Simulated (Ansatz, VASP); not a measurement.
# Cross-check of NaI between VASP and Ansatz, part 2 of 2

One calculation is typed for both programs; each brings its own data sets and cutoff. How far apart do they land? The cell is taken from a series of VASP runs on this material, whose earlier steps may have relaxed, scaled or displaced it; both programs get it as it stands.

VASP 6.6.1 and Ansatz 0.2.0.

So far: The structure; Ansatz: band structure, HSE06.

## (3) VASP: band structure, HSE06

Level of this step: HSE06; plane waves and PAW (I, Na_pv) (VASP).

The same cell, functional, mesh and smearing now go to VASP, with its own data sets and cutoff.

Lines of VASP's logs that name or quote its potential files are left out, and so is its time.

The run reads the wave functions of an earlier VASP run, which isn't shown here.

INCAR

```
SYSTEM = NaI
PREC = Accurate
ENCUT = 350
EDIFF = 1E-06
NELM = 100
ISMEAR = 0
SIGMA = 0.03
LREAL = .FALSE.
ALGO = Normal
LHFCALC = .TRUE.
AEXX = 0.25
GGA = PE
HFSCREEN = 0.2
LASPH = .TRUE.
NBANDS = 13
PRECFOCK = Fast
LORBIT = 11
LWAVE = .FALSE.
LCHARG = .FALSE.
KPAR = 4
```

POSCAR

```
NaI
1.0
    0.0000000000      3.2364000000      3.2364000000
    3.2364000000      0.0000000000      3.2364000000
    3.2364000000      3.2364000000      0.0000000000
I Na
1 1
Direct
    0.5000000000      0.5000000000      0.5000000000
    0.0000000000      0.0000000000      0.0000000000
```

KPOINTS

```
Automatic mesh
0
Gamma
4 4 4
0 0 0
```

KPOINTS_OPT

```
Line mode
10
Line-mode
Reciprocal
  0.00000000   0.00000000   0.00000000 GAMMA
  0.50000000   0.00000000   0.50000000 X

  0.50000000   0.00000000   0.50000000 X
  0.50000000   0.25000000   0.75000000 W

  0.50000000   0.25000000   0.75000000 W
  0.37500000   0.37500000   0.75000000 K

  0.37500000   0.37500000   0.75000000 K
  0.00000000   0.00000000   0.00000000 GAMMA

  0.00000000   0.00000000   0.00000000 GAMMA
  0.50000000   0.50000000   0.50000000 L

  0.50000000   0.50000000   0.50000000 L
  0.62500000   0.25000000   0.62500000 U

  0.62500000   0.25000000   0.62500000 U
  0.50000000   0.25000000   0.75000000 W

  0.50000000   0.25000000   0.75000000 W
  0.50000000   0.50000000   0.50000000 L

  0.50000000   0.50000000   0.50000000 L
  0.37500000   0.37500000   0.75000000 K

  0.62500000   0.25000000   0.62500000 U
  0.50000000   0.00000000   0.50000000 X
```

Potentials, in the order of the species: I and Na_pv (PBE family, release 64).

Command:

```sh
$ mpirun -np 4 vasp_std
```

Numbers of over 12 decimals in the logs are rounded to 6 here.

The log of the run:

```text
[banner, memory and clock lines left out]
running    4 mpi-ranks, on    1 nodes
 distrk:  each k-point on    1 cores,    4 groups
 distr:  one band on    1 cores,    1 groups

 POSCAR found type information on POSCAR I Na
 POSCAR found :  2 types and       2 ions
 LDA part: xc-table for (Slater+PW92), standard interpolation
 found WAVECAR, reading the header
 POSCAR, INCAR and KPOINTS ok, starting setup
 FFT: planning ... GRIDC
 FFT: planning ... GRID_SOFT
 FFT: planning ... GRID
 reading WAVECAR
 the WAVECAR file was read successfully
 initial charge from wavefunction
 entering main loop
       N       E                     dE             d eps       ncg     rms          rms(c)
DAV:   1    -0.627064496344E+01   -0.62706E+01   -0.73449E-01   223   0.841E+00    0.413E+00
DAV:   2    -0.627209640819E+01   -0.14514E-02   -0.27026E-02   223   0.229E+00    0.284E+00
DAV:   3    -0.626993121240E+01    0.21652E-02   -0.30700E-03   258   0.841E-01    0.170E+00
DAV:   4    -0.626945515263E+01    0.47606E-03   -0.56099E-04   253   0.311E-01    0.101E+00
DAV:   5    -0.626934454931E+01    0.11060E-03   -0.12146E-04   254   0.121E-01    0.602E-01
DAV:   6    -0.626931896050E+01    0.25589E-04   -0.28786E-05   238   0.507E-02    0.355E-01
DAV:   7    -0.626931470265E+01    0.42578E-05   -0.94380E-06   248   0.255E-02    0.208E-01
DAV:   8    -0.626931517284E+01   -0.47018E-06   -0.36135E-06   228   0.148E-02
   1 F= -.62693152E+01 E0= -.62693152E+01  d E =-.367931E-32
 Start KPOINTS_OPT (optional k-point list driver)
k-point batch [1-8\100]
       N       E                     dE             ncg
DAV:   1    -0.624364870878E+03   -0.20386E+04      216
DAV:   2    -0.134409669933E+04   -0.71973E+03      213
DAV:   3    -0.139293244038E+04   -0.48836E+02      273
DAV:   4    -0.139431564209E+04   -0.13832E+01      281
DAV:   5    -0.139433666598E+04   -0.21024E-01      253
DAV:   6    -0.139433741780E+04   -0.75182E-03      322
DAV:   7    -0.139433742467E+04   -0.68646E-05      221
DAV:   8    -0.139433742474E+04   -0.75383E-07      169
[...]
k-point batch [97-100\100]
       N       E                     dE             ncg
DAV:   1     0.103359992984E+04   -0.18099E+04      104
DAV:   2     0.706710816211E+03   -0.32689E+03      114
DAV:   3     0.683149110117E+03   -0.23562E+02      129
DAV:   4     0.682366382977E+03   -0.78273E+00      153
DAV:   5     0.682353756355E+03   -0.12627E-01      134
DAV:   6     0.682353313755E+03   -0.44260E-03      156
DAV:   7     0.682353309668E+03   -0.40872E-05      100
DAV:   8     0.682353309626E+03   -0.41672E-07       97
```

Parts of OUTCAR (step 3):

```text
ion  position               nearest neighbor table
   1  0.500  0.500  0.500-
   2  0.000  0.000  0.000-

  LATTYP: Found a face centered cubic cell.
 ALAT       =     6.4728000000

 Subroutine GETGRP returns: Found 48 space group operations
 (whereof 48 operations were pure point group operations)

The static configuration has the point symmetry O_h .

 Found      8 irreducible k-points:

   k-points           NKPTS =      8   k-points in BZ     NKDIM =     64   number of bands    NBANDS=     13

   dimension x,y,z NGX =    28 NGY =   28 NGZ =   28
   dimension x,y,z NGXF=    56 NGYF=   56 NGZF=   56

   ENCUT  =  350.0 eV  25.72 Ry    5.07 a.u.   6.98  6.98  6.98*2*pi/ulx,y,z

   NELECT =      14.0000    total number of electrons

 k-points in reciprocal lattice and weights: Automatic mesh
   0.00000000  0.00000000  0.00000000       0.016
   0.25000000  0.00000000  0.00000000       0.125
   0.50000000  0.00000000  0.00000000       0.062
   0.25000000  0.25000000  0.00000000       0.094
   0.50000000  0.25000000  0.00000000       0.375
  -0.25000000  0.25000000  0.00000000       0.188
   0.50000000  0.50000000  0.00000000       0.047
  -0.25000000  0.50000000  0.25000000       0.094

  exchange ACFDT corr.  =         0.00000000  see jH, gK, PRB 81, 115126

 average (electrostatic) potential at core
       1 -89.6213       2 -41.2340

 E-fermi :   0.3286

 k-point     1 :       0.0000    0.0000    0.0000
  band No.  band energies     occupation
    ...
      3     -24.7029      2.00000
      4     -11.8829      2.00000
      5       0.0820      2.00000
      6       0.0820      2.00000
      7       0.0820      2.00000
      8       4.7539      0.00000
      9       9.1136      0.00000
     10       9.1136      0.00000
     11       9.1136      0.00000
     12      11.0562      0.00000
    ...

 k-point     2 :       0.2500    0.0000    0.0000
  band No.  band energies     occupation
    ...
      3     -24.7031      2.00000
      4     -11.7125      2.00000
      5      -1.2713      2.00000
      6      -0.0757      2.00000
      7      -0.0757      2.00000
      8       6.0474      0.00000
      9       8.6946      0.00000
     10       9.1769      0.00000
     11       9.1770      0.00000
     12      10.8252      0.00000
    ...

 k-point     3 :       0.5000    0.0000    0.0000
  band No.  band energies     occupation
    ...
      3     -24.7033      2.00000
      4     -11.5272      2.00000
      5      -2.2492      2.00000
      6      -0.2215      2.00000
      7      -0.2215      2.00000
      8       6.1698      0.00000
      9       8.6397      0.00000
     10       8.6398      0.00000
     11      10.1342      0.00000
     12      11.5780      0.00000
    ...

  energy-cutoff  :      350.00
  volume of cell :       67.80
      direct lattice vectors                 reciprocal lattice vectors
     0.000000000  3.236400000  3.236400000    -0.154492646  0.154492646  0.154492646
     3.236400000  0.000000000  3.236400000     0.154492646 -0.154492646  0.154492646
     3.236400000  3.236400000  0.000000000     0.154492646  0.154492646 -0.154492646

 POSITION                                       TOTAL-FORCE (eV/Angst)
 -----------------------------------------------------------------------------------
      3.23640      3.23640      3.23640        -0.000000      0.000000     -0.000000
      0.00000      0.00000      0.00000         0.000000     -0.000000      0.000000
 -----------------------------------------------------------------------------------
    total drift:                               -0.000002     -0.000002     -0.000002

  FREE ENERGIE OF THE ION-ELECTRON SYSTEM (eV)
  ---------------------------------------------------
  free  energy   TOTEN  =        -6.2693151728 eV

  energy  without entropy=       -6.2693151728  energy(sigma->0) =       -6.26931517

 total charge
# of ion       s       p       d       tot
------------------------------------------
    1        1.492   2.941   0.002   4.436
    2        0.038   5.976   0.000   6.014
--------------------------------------------------
tot          1.530   8.918   0.002  10.450

[... 3 further parts left out ...]
```

## (4) Comparison

Known differences besides the potentials themselves: exact exchange at q = 0 is treated differently, which shows on coarse meshes; VASP keeps PBE cores, Ansatz makes them for the functional; the data sets hold 26 valence electrons in Ansatz (default PAW (the set named soft_2) files) and 14 in VASP; the cutoff is 420 eV in Ansatz and 350 eV in VASP; VASP takes a coarser grid for exact exchange (PRECFOCK = Fast). Total energies have different zeros and are not compared.

Compared:

```tsv
quantity	Ansatz	VASP	difference
gap over the path points (eV)	4.696	4.672	+0.024
```

Levels at points of the path, from each program's valence-band top (eV; 3 filled, then empty):

```tsv
k (reciprocal lattice)	Ansatz	VASP
0.000 0.000 0.000	0.00 0.00 0.00 4.70 9.04 9.04	0.00 0.00 0.00 4.67 9.03 9.03
0.500 0.000 0.500	-2.05 -0.80 -0.80 5.55 6.52 11.09	-2.05 -0.80 -0.80 5.55 6.53 11.11
0.500 0.222 0.722	-1.61 -1.40 -0.98 6.87 8.19 8.94	-1.61 -1.40 -0.97 6.86 8.19 8.94
0.403 0.347 0.750	-1.75 -1.42 -0.68 6.35 7.76 9.75	-1.75 -1.42 -0.68 6.34 7.76 9.74
0.125 0.125 0.250	-0.93 -0.29 -0.07 5.87 8.29 9.17	-0.93 -0.29 -0.07 5.85 8.29 9.16
0.278 0.278 0.278	-1.54 -0.18 -0.18 6.06 8.77 9.02	-1.54 -0.18 -0.18 6.05 8.76 9.00
0.556 0.389 0.556	-2.15 -0.77 -0.41 6.74 7.79 9.08	-2.15 -0.77 -0.41 6.74 7.79 9.07
0.583 0.250 0.667	-1.74 -1.42 -0.73 6.43 7.80 9.63	-1.73 -1.42 -0.72 6.43 7.80 9.63
0.500 0.306 0.694	-1.69 -1.39 -0.81 7.02 8.05 8.76	-1.69 -1.39 -0.81 7.01 8.05 8.76
0.486 0.486 0.528	-2.32 -0.34 -0.31 6.15 8.47 8.60	-2.32 -0.34 -0.31 6.14 8.46 8.59
```

Among the levels compared at these points, filled levels agree within 3 meV and empty ones within 24 meV.

## (5) Results

| Quantity | Value |
| --- | --- |
| difference in gap over the path points (band structure, HSE06) | 0.024 eV |

What this shows: The difference in gap over the path points is 0.024 eV (band structure, HSE06), within the 0.08 eV picked in this series as the mark of a large difference. How closely two codes agree says nothing of how well the functional describes the real material.

[Lines on the potential files, build, host, timing and source positions are cut from VASP's logs without a mark.]

[Logs are printed without paths, hosts, clocks, repeated set-up lines and the standing remarks that a program may print on its own settings, such as how far it seeks lower states.]

[Hosts, paths, dates, database ids (printed as entryN), source tags and the programs' standing remarks are cut or masked in the printed files.]
